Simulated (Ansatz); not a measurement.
**A convergence test on Te2Mo (2H monolayer): k mesh of the hybrid**

Wanted: the cheapest k mesh of the hybrid that holds the HSE06 gap of Te2Mo (2H monolayer).

Program: Ansatz 0.2.0. Level of theory: DFT, HSE06, plane waves, PAW. Results are calculated unless marked as measured.

## 1. Starting point

The cell holds 3 atoms: 1 Mo and 2 Te. Cell: a = 3.555 Å, b = 3.555 Å, c = 31.534 Å, α = 90.0°, β = 90.0°, γ = 120.0°. Vacuum lies along c.

The structure was relaxed with PBE. The runs that relaxed it are not among those shown. Spin-orbit coupling is left out unless a step names it. The default PAW set here is soft_2. Its files were made with PBE. The Coulomb interaction is cut off across the vacuum.

## 2. k mesh of the hybrid: 3×3×1

Contents of input.yaml:

```yaml
crystal:
  lattice:
    - [3.5550790444, 0.0, 0.0]
    - [-1.7775395222, 3.0787887649, 0.0]
    - [0.0, 0.0, 31.5341825584]
  atoms:
    - { symbol: Mo, position: [0.3333333333, 0.6666666667, 0.2854045759] }
    - { symbol: Te, position: [0.6666666667, 0.3333333333, 0.3427368186] }
    - { symbol: Te, position: [0.6666666667, 0.3333333333, 0.2280723333] }
  periodic: [true, true, false]
kpoints:
  mp_grid: { grid: [3, 3, 1] }
  band_path:
    path: [[0.0, 0.0, 0.0], [0.5, 0.0, 0.0], [0.3333333333, 0.3333333333, 0.0]]
    npoints: 1
hamiltonian:
  xc: hse06
scf:
  occupations: { method: fixed }
  n_extra_bands: 5
output:
  eigenvalues: true
```

Started as:

```bash
> ansatz run input.yaml --threads 2 --pin off --max-ram 92160MiB --backend cuda --events-out ev --progress --plain --runs-dir out --devices 1 --max-vram 13GiB  # rebuilt from the run's record
```

Numbers of over 12 decimals in the logs are rounded to 6 here.

Log:

```text
scf.n_extra_bands = 5 over 23 filled bands (N_el = 46.0): the run solves 28 bands
exact exchange: scf.exx.singularity resolves to wigner_seitz, which cuts the screened interaction at the faces of the exchange supercell's Wigner-Seitz cell, so that each pair interacts once, at the shortest of its separations (the periodic images that this leaves out come, for a point-like exchange hole, to about 0.003 eV on a filled level). The cut falls within the interaction's reach, and what an exchange supercel [...]
GPUs: using 1 of 1 available (devices: 1).
Engine: ansatz 0.2.0, x86_64-unknown-linux-gnu
Pseudopotentials: kind: paw
Pseudopotential: Mo, paw, valence charge 14, recommended cutoff 420 eV (normal), Mo.paw.azcp
Pseudopotential: Te, paw, valence charge 16, recommended cutoff 420 eV (normal), Te.paw.azcp
Functional definition: HSE06
  parameter a = 0.25
  parameter omega = 0.11/bohr
  exchange = pbe_x - a*pbe_x_sr(omega) + a*exact_x_sr(omega)
  correlation = pbe_c
davidson cushion auto → on  (no smearing: the cushion is to keep the highest requested band from converging to the state above it; pin scf.eigensolver.cushion to override)
device memory: the entry about to start is reckoned to put 2.0 GiB on a device that reports 61.1 GiB free (of which the cap on the GPU budget leaves the run 13.0 GiB)
GPU FFT provider: cuFFT
GPU libraries: cuBLAS 13.8.2, cuFFT 12.4.0, cuSOLVER 12.3.4
Crystal: 3 atoms, lattice volume = 345.152 Å³
Basis set: ecut = 420 eV, 6639 PW (Γ)
Bands: 28, of which v1, the nominal top of the filled ones, is band 23 counted from 1 (22 counted from 0)
Symmetry: 12 space group operations
Space group: P-6m2 (ITA 187), of the structure as read, at distance tolerance 7.0e-5 Å
k-points: 3 of 9 (time reversal used)
Non-local potential: Mo, projectors of the file, l = 0: 3, l = 1: 2, l = 2: 2, l = 3: 1
Non-local potential: Te, projectors of the file, l = 0: 2, l = 1: 2, l = 2: 2, l = 3: 2
PAW form: soft (Blöchl's): semilocal exchange-correlation on the pseudo side does not see the compensation charge
PAW frozen core: Mo, regenerated for the run's functional, and the local potential with it (the file was generated under x = pbe(κ = 0.804, μ = 0.219515), c = pbe(β = 0.066725))
PAW frozen core: Te, regenerated for the run's functional, and the local potential with it (the file was generated under x = pbe(κ = 0.804, μ = 0.219515), c = pbe(β = 0.066725))
PAW one-centre angular grid: Mo, 590 points (default); XC on 64 Gauss nodes
PAW one-centre angular grid: Te, 590 points (default); XC on 64 Gauss nodes
Initial density: superposition of atomic densities (neutral atoms: chi_scale 0, normalization atom), corrected by the library's trained network
Initial wavefunctions: pseudopotential atomic-orbital guess
GPU buffer pool allocated for 124416 grid points (all kernels)
GPU transforms: local potential and band sums: pruned to the plane-wave sphere, on 24×24×216
Functional: x = pbe(κ = 0.804, μ = 0.219515), c = pbe(β = 0.066725), warm-up for x = pbe(κ = 0.804, μ = 0.219515) + 0.25 (exact − pbe) at short range (hse, ω = 0.207870 Å⁻¹), c = pbe(β = 0.066725); HSE06 as pw.x's `hse` composes it (authors' and Libxc's form: `xc: wpbeh`)
SCF iter   1: F=—  HF=-18916.853848 eV  |F-HF|=—  |Δ(HF+E_count)|=         —  Δρ=4.96e-3  dr2=1.27e-1  ethr=1.77e-3  ⟨swp⟩=12.3  Hψ=370  notcnv=0
preconditioner: auto → none  [insulator: Δε(μ)=1.094 eV  Ē_g=7.312 eV  n_scr=18 (ndim 8)  ℏωp=8.5 eV  f_vac=0.755]
SCF iter   2: F=—  HF=-18916.971857 eV  |F-HF|=—  |Δ(HF+E_count)|=   1.18e-1  Δρ=9.24e-3  dr2=1.19e0  ethr=2.76e-4  ⟨swp⟩=5.0  Hψ=250  notcnv=0  defer=1  recentre
SCF iter   3: F=—  HF=-18916.846949 eV  |F-HF|=—  |Δ(HF+E_count)|=   1.25e-1  Δρ=2.86e-3  dr2=3.20e-2  ethr=2.76e-4  ⟨swp⟩=3.7  Hψ=229  notcnv=0
iter 4 solved again at ethr=1.62e-6 eV; its pass at ethr=6.95e-5 eV (dr2=7.43e-4 eV) is discarded
[...]
preconditioner: auto → none  [insulator: Δε(μ)=1.611 eV  Ē_g=8.477 eV  n_scr=18 (ndim 8)  ℏωp=8.5 eV  f_vac=0.752]
SCF iter   2: F=—  HF=-18927.653161 eV  |F-HF|=—  |Δ(HF+E_count)|=   2.77e-2  Δρ=9.71e-4  dr2=9.21e-3  ethr=1.43e-6  ⟨swp⟩=5.0  Hψ=344  notcnv=0
SCF iter   3: F=—  HF=-18927.658956 eV  |F-HF|=—  |Δ(HF+E_count)|=   5.79e-3  Δρ=8.48e-4  dr2=3.48e-3  ethr=1.43e-6  ⟨swp⟩=5.0  Hψ=308  notcnv=0  defer=1
SCF iter   4: F=—  HF=-18927.658314 eV  |F-HF|=—  |Δ(HF+E_count)|=   6.42e-4  Δρ=2.22e-4  dr2=1.78e-4  ethr=1.43e-6  ⟨swp⟩=3.3  Hψ=230  notcnv=0
SCF iter   5: F=—  HF=-18927.658685 eV  |F-HF|=—  |Δ(HF+E_count)|=   3.70e-4  Δρ=1.72e-4  dr2=4.83e-4  ethr=2.05e-7  ⟨swp⟩=5.0  Hψ=252  notcnv=0  defer=1
SCF iter   6: F=—  HF=-18927.658623 eV  |F-HF|=—  |Δ(HF+E_count)|=   6.14e-5  Δρ=3.87e-5  dr2=1.91e-5  ethr=2.05e-7  ⟨swp⟩=3.7  Hψ=223  notcnv=0
SCF iter   7: F=-18927.658621 eV  HF=-18927.658621 eV  |F-HF|=1.36e-7  |Δ(HF+E_count)|=   2.06e-6  Δρ=4.32e-6  dr2=1.03e-6  ethr=3.96e-8  ⟨swp⟩=3.7  Hψ=204  notcnv=0
SCF 2 stopped early in 7 iterations: F = -18927.658621 eV  dr2 = 1.03e-6
hybrid outer 1: dexx = +8.247e-3 eV, tail = 1.08e-4 eV
GPU FFT provider: cuFFT
GPU libraries: cuBLAS 13.8.2, cuFFT 12.4.0, cuSOLVER 12.3.4
GPU buffer pool allocated for 124416 grid points (all kernels)
GPU transforms: local potential and band sums: pruned to the plane-wave sphere, on 24×24×216
Exchange kernel: α = 0.2500, screened, ω = 0.2079 Å⁻¹, Wigner–Seitz truncation, v(0) = 952.0826 eV·Å³, q-mesh 3×3×1, nearest image of the exchange supercell L = 10.67 Å, pair-density grid 24×24×216, without the augmentation charges, whose exchange is taken in its separable form by FFT convolution over the k-point mesh (the finest that the files' search goes to), smooth part of the exact exchange by density-matrix convolution in up to 2.40 GiB of GPU memory as planned if the GPU has room (build and FFT work areas not counted)
Frozen-core exchange: fock
SCF iter   1: F=—  HF=-18927.658701 eV  |F-HF|=—  |Δ(HF+E_count)|=         —  Δρ=3.34e-5  dr2=1.21e-5  ethr=1.18e-6  ⟨swp⟩=3.0  Hψ=189  notcnv=0
preconditioner: auto → none  [insulator: Δε(μ)=1.601 eV  Ē_g=8.425 eV  n_scr=18 (ndim 8)  ℏωp=8.5 eV  f_vac=0.753]
SCF iter   2: F=—  HF=-18927.658701 eV  |F-HF|=—  |Δ(HF+E_count)|=   7.41e-7  Δρ=1.45e-5  dr2=1.91e-6  ethr=2.09e-8  ⟨swp⟩=3.7  Hψ=214  notcnv=0  defer=1
iter 3 solved again at ethr=2.09e-11 eV; its pass at ethr=3.94e-9 eV (dr2=9.61e-9 eV) is discarded
SCF iter   3: F=-18927.658700 eV  HF=-18927.658700 eV  |F-HF|=5.19e-9  |Δ(HF+E_count)|=   2.05e-7  Δρ=2.19e-6  dr2=9.01e-8  ethr=2.09e-11  ⟨swp⟩=5.7  Hψ=528  notcnv=0  defer=1
SCF 3 converged in 3 iterations: F = -18927.658700 eV  dr2 = 9.01e-8
hybrid outer 2: dexx = +4.999e-7 eV, tail = 1.99e-7 eV, Δε = 1.62e-3 eV (about 1.67e-4 eV left of the loop's levels)
device memory: the entry about to start is reckoned to put 1.1 GiB on a device that reports 57.8 GiB free (of which the cap on the GPU budget leaves the run 13.0 GiB)
NSCF: frozen V_eff on 3 k-points
hybrid SCF converged: 2 outer / 10 inner (+5 warm-up), last move |dexx| = 5.00e-7 eV, tail = 1.99e-7 eV
Stability not checked: this state was not tested for a lower state beside it, because the functional holds exact exchange (a hybrid, or Hartree-Fock), whose exchange loop this test does not read (fock_operator; see scf.lower_state_search)
Free energy (F): -18927.658701 eV
Frozen-core exchange: fock
Harris-Foulkes:  -18927.658701 eV  (|F-HF|=5.19e-9)
Internal energy: -18927.658701 eV  (E = F + TS)
E sigma→0 (E₀):  -18927.658701 eV
Fermi energy:    -5.090629 eV
--- Per-component energies (eV) ---
  E_band       = -1457.696909
  E_kinetic    = 800.655389
  E_local      = -109082.579998  (includes V_loc(G=0)·N_el)
  E_nonlocal   = -480.847277
  E_hartree    = 54370.519654
  E_xc         = -347.157615
  E_vxc        = -349.261393  (∫ρ·V_xc dr)
  E_exx        = -132.161224  (= α·E_x^exact, valence–valence)
  E_paw        = -12489.743511  (= ΣΔE_a)
  E_vpaw       = -822.390105  (= ΣTr[D̂ρ^β])
  E_aug_tail   = -0.000330  (compensation charges beyond the density's cutoff)
  E_ewald      = 48434.456874
  E_core_change = -0.800663  (= ΣΔE_core)
  E_smearing   = -0.000000  (= −TS)
  E_closure    = 0.000000  (closes the sum)
  Σ components = -18927.658701   (vs F -18927.658701, Δ=-7.28e-12)
--- Band table (eV) ---
  k-point 0: bands = [... 19 lower, -7.0410, -6.1652, -6.1652, -5.6020, -1.5550, -1.5550, -1.2195, -1.2195, ... 1 higher]
  k-point 1: bands = [... 19 lower, -7.4416, -6.8853, -6.1715, -5.9853, -3.1272, -2.9037, -1.9201, -0.9122, ... 1 higher]
  k-point 2: bands = [... 19 lower, -8.5067, -8.4920, -7.2066, -5.0906, -3.4895, -2.7457, -1.9761, -0.3559, ... 1 higher]
  the weakly bound empty levels are not read free of the cell's end (exact_exchange)
```

Wall time 15 s (1 × NVIDIA H100 80GB HBM3 (shared by 6 runs) with 2 threads of AMD EPYC 7R13 (Zen 3), shared host); peak memory 1.4 GiB.

Numbers from this step:

```yaml
gap: 1.601 eV
valence_top_at: K
conduction_bottom_at: K
least_direct_gap: 1.601 eV
exact_exchange_fraction: 0.25
```

The gap is direct, at (0.333, 0.333, 0.000).

## 3. k mesh of the hybrid: 6×6×1

input.yaml: that of step 2 with these lines changed.

```diff
@@ -11,3 +11,3 @@
 kpoints:
-  mp_grid: { grid: [3, 3, 1] }
+  mp_grid: { grid: [6, 6, 1] }
   band_path:
```

Log:

```text
[...]
GPUs: using 1 of 1 available (devices: 1).
[...]
GPU FFT provider: cuFFT
GPU libraries: cuBLAS 13.8.2, cuFFT 12.4.0, cuSOLVER 12.3.4
Crystal: 3 atoms, lattice volume = 345.152 Å³
Basis set: ecut = 420 eV, 6639 PW (Γ)
Bands: 28, of which v1, the nominal top of the filled ones, is band 23 counted from 1 (22 counted from 0)
[... 1 set-up line as in the run before ...]
[...]
k-points: 7 of 36 (time reversal used)
[...]
k-point 0: bands = [... 19 lower, -7.1576, -6.2180, -6.2180, -5.7297, -1.5746, -1.5746, -1.2589, -1.2589, ... 1 higher]
  k-point 1: bands = [... 19 lower, -6.8116, -6.7128, -6.1976, -5.8454, -2.7272, -2.4931, -2.0072, -1.2665, ... 1 higher]
  k-point 2: bands = [... 19 lower, -7.4891, -6.8941, -6.2968, -6.0471, -3.2409, -3.0062, -1.9808, -0.9445, ... 1 higher]
  k-point 6: bands = [... 19 lower, -8.5458, -8.4983, -7.2383, -5.1957, -3.7023, -2.8045, -2.0882, -0.4197, ... 1 higher]
  the weakly bound empty levels are not read free of the cell's end (exact_exchange)
[key lines of the parts left out:]
Free energy (F): -18927.540403 eV
Fermi energy:    -5.195741 eV
```

Elapsed: 29 s, on 1 × NVIDIA H100 80GB HBM3 (shared by 6 runs) with 2 threads; peak memory 1.7 GiB.

Numbers from this step:

* gap: 1.493 eV
* valence top at: K
* conduction bottom at: K
* least direct gap: 1.493 eV

The gap is 1.493 eV, −0.108 eV from the run before at this level.

## 4. The series

Differences are against the last row; a negative gap means that bands overlap, and a run with a band path holds that path's time. Times are wall times on 1 × NVIDIA H100 80GB HBM3 (shared by 6 runs) with 2 threads of AMD EPYC 7R13 (Zen 3), shared host, good to a factor of about two.

```
k mesh of the hybrid  gap (eV)  direct gap (eV)  gap error (eV)  energy error (meV/atom)  irreducible k  time
               3×3×1     1.601            1.601          +0.108                    −39.4              3  15 s
               6×6×1     1.493            1.493          +0.000                     +0.0              7  29 s
```

## 5. Results

```yaml
3x3x1: 1.601 eV
6x6x1: 1.493 eV
```

**Reading.** The gap holds to 0.02 eV from 6×6×1 on, the last run itself, so the series does not show convergence. At 3×3×1 the gap is off by +0.108 eV and the energy by −39 meV/atom. The gap is read over the mesh and added points near the edges, so meshes differ mainly through the density and, for a hybrid, the exchange operator.

[Paths, hosts, dates, memory and timing lines, banners, echoed tables and standing remarks are left out of the program output.]

[Logs are printed without paths, hosts, clocks, repeated set-up lines and the standing remarks that a program may print on its own settings, such as how far it seeks lower states.]

[Runs of the session that timed out or met a known fault of the program may be left out.]

[Cells called generated may have been cut or substituted from an entry of the Crystallography Open Database or the Materials Project.]

[Hosts, paths, dates, database ids (printed as entryN), source tags and the programs' standing remarks are cut or masked in the printed files.]
